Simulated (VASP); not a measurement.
VASP 6.6.1, PBEsol relaxation of cell and atoms, CuI (rocksalt)

INCAR

```
LREAL = .FALSE.
EDIFFG = -5E-3
SIGMA = 0.02
EDIFF = 1E-7
NSW = 40
ENCUT = 600
LCHARG = .FALSE.
ISMEAR = -1
NELM = 120
GGA = PS
LWAVE = .FALSE.
PREC = Accurate
NBANDS = 16
IBRION = 2
LASPH = .TRUE.
ISIF = 3
```

KPOINTS

```
KPOINTS created by Atomic Simulation Environment
0
Gamma
8 8 8
0 0 0
```

POSCAR

```
Cu I
 1.0000000000000000
    -0.0000000000000000    2.8701631135889922    2.8701631135889922
     2.8701631135889922   -0.0000000000000000    2.8701631135889922
     2.8701631135889922    2.8701631135889922   -0.0000000000000000
 Cu  I
   1   1
Cartesian
  0.0000000000000000 -0.0000000000000000 -0.0000000000000000
  2.8701631135889922  2.8701631135889922  2.8701631135889922
```

VASP ran with the recommended PBE PAW datasets (18 valence electrons in the cell).

From OUTCAR

```
k-points           NKPTS =     29   k-points in BZ     NKDIM =     29   number of bands    NBANDS=     16

   NELECT =      18.0000    total number of electrons

   dimension x,y,z NGX =    32 NGY =   32 NGZ =   32
   dimension x,y,z NGXF=    64 NGYF=   64 NGZF=   64

  energy-cutoff  :      600.00
  volume of cell :       43.82
      direct lattice vectors                 reciprocal lattice vectors
     0.000000000  2.798115403  2.798115403    -0.178691701  0.178691701  0.178691701
     2.798115403 -0.000000000  2.798115403     0.178691701 -0.178691701  0.178691701
     2.798115403  2.798115403  0.000000000     0.178691701  0.178691701 -0.178691701

 k-points in reciprocal lattice and weights: KPOINTS created by Atomic Simulation Env
   0.00000000  0.00000000  0.00000000       0.002
   0.12500000  0.00000000  0.00000000       0.016
   0.25000000  0.00000000  0.00000000       0.016
   0.37500000  0.00000000  0.00000000       0.016
   0.50000000  0.00000000  0.00000000       0.008
   0.12500000  0.12500000  0.00000000       0.012
   0.25000000  0.12500000  0.00000000       0.047
   0.37500000  0.12500000  0.00000000       0.047
   ...

 E-fermi :   6.9550

 k-point     1 :       0.0000    0.0000    0.0000
  band No.  band energies     occupation
      1      -7.7982      2.00000
      2       4.6964      2.00000
      3       4.6964      2.00000
      4       4.7092      2.00000
      5       4.7092      2.00000
      6       4.7092      2.00000
      7       5.1015      2.00000
      8       5.1015      2.00000
      9       5.1015      2.00000
     10       8.0457      0.00000
     11      14.2413      0.00000
     12      14.2413      0.00000
     13      14.2413      0.00000
     14      15.7274      0.00000
     15      15.7274      0.00000
     16      15.7274      0.00000

 k-point     2 :       0.1250    0.0000    0.0000
  band No.  band energies     occupation
      1      -7.6644      2.00000
      2       3.7204      2.00000
      3       4.1736      2.00000
      4       4.1736      2.00000
      5       4.7434      2.00000
      6       4.7434      2.00000
      7       4.9389      2.00000
      8       5.6524      2.00000
      9       5.6524      2.00000
     10       9.0796      0.00000
     11      13.2644      0.00000
     12      13.9675      0.00000
     13      13.9675      0.00000
     14      15.0406      0.00000
     15      15.0406      0.00000
     16      15.3782      0.00000

 k-point     3 :       0.2500    0.0000    0.0000
  band No.  band energies     occupation
      1      -7.3045      2.00000
      2       1.9485      2.00000
      3       3.6136      2.00000
      4       3.6136      2.00000
      5       4.8328      2.00000
      6       4.8328      2.00000
      7       4.9702      2.00000
      8       6.2915      2.00000
      9       6.2915      2.00000
     10       9.9944      0.00000
     11      12.6414      0.00000
     12      12.6414      0.00000
     13      12.8058      0.00000
     14      15.2218      0.00000
     15      15.8464      0.00000
     16      15.8464      0.00000

 k-point     4 :       0.3750    0.0000    0.0000
  band No.  band energies     occupation
      1      -6.8716      2.00000
      2       0.5510      2.00000
      3       3.2449      2.00000
      4       3.2449      2.00000
      5       4.9262      2.00000
      6       4.9262      2.00000
      7       5.0361      2.00000
      8       6.7773      1.99972
      9       6.7773      1.99972
     10       9.7707      0.00000
     11      11.5945      0.00000
     12      11.5945      0.00000
     13      12.9244      0.00000
     14      16.4500      0.00000
     15      17.4027      0.00000
     16      17.4027      0.00000

 k-point     5 :       0.5000    0.0000    0.0000
  band No.  band energies     occupation
      1      -6.6603      2.00000
      2       0.0051      2.00000
      3       3.1171      2.00000
      4       3.1171      2.00000
      5       4.9661      2.00000
      6       4.9661      2.00000
      7       5.0716      2.00000
      8       6.9725      0.58859
      9       6.9725      0.58858
     10       9.5638      0.00000
     11      11.1969      0.00000
     12      11.1969      0.00000
     13      12.9153      0.00000
     14      17.8619      0.00000
     15      18.9147      0.00000
     16      18.9147      0.00000

 k-point     6 :       0.1250    0.1250    0.0000
  band No.  band energies     occupation
      1      -7.6210      2.00000
      2       3.4229      2.00000
      3       4.3207      2.00000
      4       4.3207      2.00000
      5       4.6634      2.00000
      6       4.7158      2.00000
      7       5.2739      2.00000
      8       5.2739      2.00000
      9       5.3509      2.00000
     10       9.5187      0.00000
     11      12.9202      0.00000
     12      13.1044      0.00000
     13      14.2757      0.00000
     14      14.2757      0.00000
     15      16.7020      0.00000
     16      16.7020      0.00000

 k-point     7 :       0.2500    0.1250    0.0000
  band No.  band energies     occupation
      1      -7.3393      2.00000
      2       2.3240      2.00000
      3       3.6724      2.00000
      4       3.8246      2.00000
      5       4.7137      2.00000
      6       4.8218      2.00000
      7       5.0522      2.00000
      8       5.5719      2.00000
      9       6.0377      2.00000
     10      10.2638      0.00000
     11      11.7447      0.00000
     12      12.7425      0.00000
     13      13.8987      0.00000
     14      14.7746      0.00000
     15      16.7446      0.00000
     16      16.8599      0.00000

 k-point     8 :       0.3750    0.1250    0.0000
  band No.  band energies     occupation
      1      -6.9283      2.00000
      2       1.0238      2.00000
      3       3.1424      2.00000
      4       3.3677      2.00000
      5       4.8183      2.00000
      6       4.9339      2.00000
      7       5.0494      2.00000
      8       6.0313      2.00000
      9       6.4362      2.00000
     10       9.9869      0.00000
     11      11.1237      0.00000
     12      12.8623      0.00000
     13      13.6271      0.00000
     14      15.1520      0.00000
     15      17.6669      0.00000
     16      18.1170      0.00000

 k-point     9 :       0.5000    0.1250    0.0000
  band No.  band energies     occupation
      1      -6.6284      2.00000
      2       0.2462      2.00000
      3       2.8967      2.00000
      4       3.1348      2.00000
      5       4.9239      2.00000
      6       4.9757      2.00000
      7       5.0598      2.00000
      8       6.3540      2.00000
      9       6.5170      2.00000
     10       9.8452      0.00000
     11      10.8806      0.00000
     12      11.9977      0.00000
     13      14.2831      0.00000
     14      16.1769      0.00000
     15      18.9886      0.00000
     16      19.0745      0.00000

 k-point    10 :      -0.3750    0.1250    0.0000
  band No.  band energies     occupation
      1      -6.6969      2.00000
      2       0.4082      2.00000
      3       2.9328      2.00000
      4       3.1440      2.00000
      5       4.9348      2.00000
      6       4.9524      2.00000
      7       5.0525      2.00000
      8       6.0228      2.00000
      9       6.8801      1.95379
     10      10.1545      0.00000
     11      11.0284      0.00000
     12      11.6180      0.00000
     13      14.1731      0.00000
     14      16.6330      0.00000
     15      17.0797      0.00000
     16      19.3223      0.00000

 k-point    11 :      -0.2500    0.1250    0.0000
  band No.  band energies     occupation
      1      -7.0681      2.00000
      2       1.4080      2.00000
      3       3.2761      2.00000
      4       3.3690      2.00000
      5       4.8471      2.00000
      6       4.8898      2.00000
      7       5.0468      2.00000
      8       5.6346      2.00000
      9       6.8584      1.98418
     10      10.7284      0.00000
     11      11.4569      0.00000
     12      11.9417      0.00000
     13      13.2613      0.00000
     14      15.4999      0.00000
     15      16.3416      0.00000
     16      18.2747      0.00000

 k-point    12 :      -0.1250    0.1250    0.0000
  band No.  band energies     occupation
      1      -7.4556      2.00000
      2       2.7147      2.00000
      3       3.7487      2.00000
      4       3.8892      2.00000
      5       4.7693      2.00000
      6       4.8054      2.00000
      7       5.0693      2.00000
      8       5.3246      2.00000
      9       6.3694      2.00000
     10      10.1319      0.00000
     11      12.6301      0.00000
     12      12.9054      0.00000
     13      12.9580      0.00000
     14      14.6504      0.00000
     15      16.4255      0.00000
     16      16.4572      0.00000

 ...

  Total        0.0062061      0.0062061      0.0062061      0.0000000      0.0000000      0.0000000
  in kB        0.2269364      0.2269364      0.2269364      0.0000000      0.0000000      0.0000000
  external PRESSURE =       0.2269364 kB  Pullay stress =       0.0000000 kB

 POSITION                                       TOTAL-FORCE (eV/Angst)
 -----------------------------------------------------------------------------------
      0.00000      0.00000      0.00000         0.000000      0.000000      0.000000
      2.79812      2.79812      2.79812        -0.000000      0.000000     -0.000000
 -----------------------------------------------------------------------------------
    total drift:                                0.000000     -0.000000     -0.000000

  FREE ENERGIE OF THE ION-ELECTRON SYSTEM (eV)
  ---------------------------------------------------
  free  energy   TOTEN  =        -5.9230524508 eV

  energy  without entropy=       -5.9220493473  energy(sigma->0) =       -5.92255090
```

CONTCAR

```
Cu I
   1.00000000000000
     0.0000000000000000    2.7981154027466055    2.7981154027466055
     2.7981154027466055   -0.0000000000000000    2.7981154027466055
     2.7981154027466055    2.7981154027466055    0.0000000000000000
  Cu              I
     1     1
Direct
     0.0000000000000000    0.0000000000000000    0.0000000000000000
     0.5000000000000000    0.5000000000000000    0.5000000000000000

  0.00000000E+00  0.00000000E+00  0.00000000E+00
  0.00000000E+00  0.00000000E+00  0.00000000E+00
```

| Property | Result |
| --- | --- |
| relaxed cell vector lengths | 3.957, 3.957, 3.957 Å |
| relaxed cell volume | 43.82 Å³ |
